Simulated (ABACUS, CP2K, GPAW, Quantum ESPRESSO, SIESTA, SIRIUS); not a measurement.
Pb: bulk modulus by level of theory

Symmetry: Fm-3m, No. 225, cubic system. The conventional cell has a = 4.950 Å, b = 4.950 Å, c = 4.950 Å, α = 90.00°, β = 90.00°, γ = 90.00°. Pb (site symmetry m-3m) is surrounded by 12 Pb at 3.50 Å.

```tsv
rung	level	program and potentials	cutoff (eV)	k mesh	smearing	core time	chip	bulk modulus (GPa)	notes
GGA	AM05	GPAW, PAW data sets generated for this functional	600	9 × 9 × 9	fermi-dirac 0.05	38 s	Intel Xeon Platinum 8488C Sapphire Rapids	47.7	-
GGA + dispersion	PBE+D3(BJ)	GPAW, GPAW PAW data sets (gpaw-data 1.2.1)	600	9 × 9 × 9	fermi-dirac 0.05	40 s	INTEL XEON PLATINUM 8581C Emerald Rapids	47.4	-
GGA + dispersion	revPBE+D3(zero damping)	GPAW, the program's PAW data sets (release 1.2.1) made for this functional	600	9 × 9 × 9	fermi-dirac 0.05	40 s	INTEL XEON PLATINUM 8581C Emerald Rapids	42.2	-
GGA	WC	Quantum ESPRESSO, PseudoDojo 0.4.1 SR PBE standard	762	9 × 9 × 9	fermi-dirac 0.05	42 s	AMD EPYC 7B13 Zen 3	49.6	potentials made for PBE
GGA	Q2D	Quantum ESPRESSO, PseudoDojo 0.4.1 SR PBE standard	762	9 × 9 × 9	fermi-dirac 0.05	44 s	AMD EPYC 7B13 Zen 3	55.9	potentials made for PBE
GGA	WC	GPAW, PAW data sets generated for this functional	600	9 × 9 × 9	fermi-dirac 0.05	45 s	INTEL XEON PLATINUM 8581C Emerald Rapids	50.4	-
GGA	PBEsol	GPAW, PAW data sets generated for this functional	600	9 × 9 × 9	fermi-dirac 0.05	62 s	Arm Neoverse V1	50.1	-
non-local van der Waals functional	C09-vdW	GPAW, GPAW PAW data sets (gpaw-data 1.2.1)	600	9 × 9 × 9	fermi-dirac 0.05	64 s	Intel Xeon Platinum 8259CL Skylake/Cascade Lake	50.8	potentials made for PBE
GGA	PBEsol	CP2K, POTENTIAL_UZH Pb GTH-PBE-q4; TZVP-MOLOPT-PBE-GTH basis	-	9 × 9 × 9	fermi-dirac 0.05	70 s	Arm Neoverse V1	46.8	atomic basis; potentials made for PBE
GGA	PBEsol	SIRIUS, PseudoDojo 0.4.1 PBEsol standard (scalar relativistic)	765	9 × 9 × 9	fermi-dirac 0.05	1.9 min	Arm Neoverse V1	49.3	-
GGA	PBEsol	SIESTA, files PseudoDojo sr-pbesol-0.4.1-standard, DZP (energy shift 0.003 Ry; two zetas on semicore shells)	-	9 × 9 × 9	fermi-dirac 0.05	1.9 min	Arm Neoverse V2	44.7	atomic basis
GGA	PBE	ABACUS, PseudoDojo NC SR 0.4.1 PBE standard, plane waves	857	9 × 9 × 9	fermi-dirac 0.05	1.9 min	Intel Xeon Platinum 8259CL Skylake/Cascade Lake	39.7	-
```

Times are single runs on shared hosts and different chips, so they are rough; meshes, cutoffs and the tasks' sizes weigh on the time. Task: equation of state. All rows: no spin polarisation. Smearing widths are in eV. The cell comes from a database and isn't always the measured one. For a metal such meshes aren't converged. Meshes are those of the run's cell of 1 atom unless a note names another. Runs on faulty files, with rough fits or with known faults for this quantity aren't shown. No row holds spin-orbit coupling.

By rung: GGA 39.7 to 55.9; GGA + dispersion 42.2 to 47.4; non-local van der Waals functional 50.8; GGA in atomic bases 44.7 to 46.8 (GPa).
